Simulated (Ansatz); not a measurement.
**MnO under changes of volume**

One of the cells (10.999 Å³/atom); the others are scaled copies at fixed shape and fractional positions:

```
Mn O
1.0
     0.00000    2.22391    2.22391
     2.22391    0.00000    2.22391
     2.22391    2.22391    0.00000
Mn O
1 1
Cartesian
  0.0000 0.0000 0.0000
  2.2239 2.2239 2.2239
```

The cell is a database's computed one.

```yaml
Program: Ansatz 0.2.0
Functional: PBE
Potentials_or_basis: Ansatz PAW
Cutoff: "420 eV (not typed: the program's choice for these potentials)"
k_mesh: 10 × 10 × 10
Occupations: fermi-dirac, width 0.05 eV
Spin: collinear spin, ferromagnetic start
Starting_moments: "[4.0, 0.0] μB"
```

```tsv
volume (Å³/atom)	energy over the lowest point (meV/atom)	pressure (GPa)	moment (μB per cell)
10.339	?	?	?
10.559	7.21	4.2	4.65
10.779	2.43	2.4	4.74
10.999	0.00	0.1	4.79
11.219	1.66	-2.5	4.81
11.439	6.66	-4.6	4.85
11.659	13.85	-6.2	4.89
```

What does the run at 10.339 Å³/atom give?

Energy over the lowest point 14.36 meV/atom; pressure 6.5 GPa; moment 4.58 μB per cell.

Worked out: A Birch-Murnaghan fit of order 3 (a polynomial in V^(-2/3)) to the other rows has its minimum at 11.01 Å³/atom with B0 = V·E''(V) = 119 GPa (rough, since the energies scatter). It gives 16.08 meV/atom at 10.339 Å³/atom, against the run's 14.36, and -dE/dV = 7.7 GPa, against 6.5. A parabola through the other rows of the moment, of slope 0.366 μB per Å³/atom there, extrapolates to 4.59 μB, against the run's 4.58.

Energies are extrapolated to zero smearing.

Caveats: a cell with one magnetic atom can't hold antiferromagnetic order, which such compounds often take.
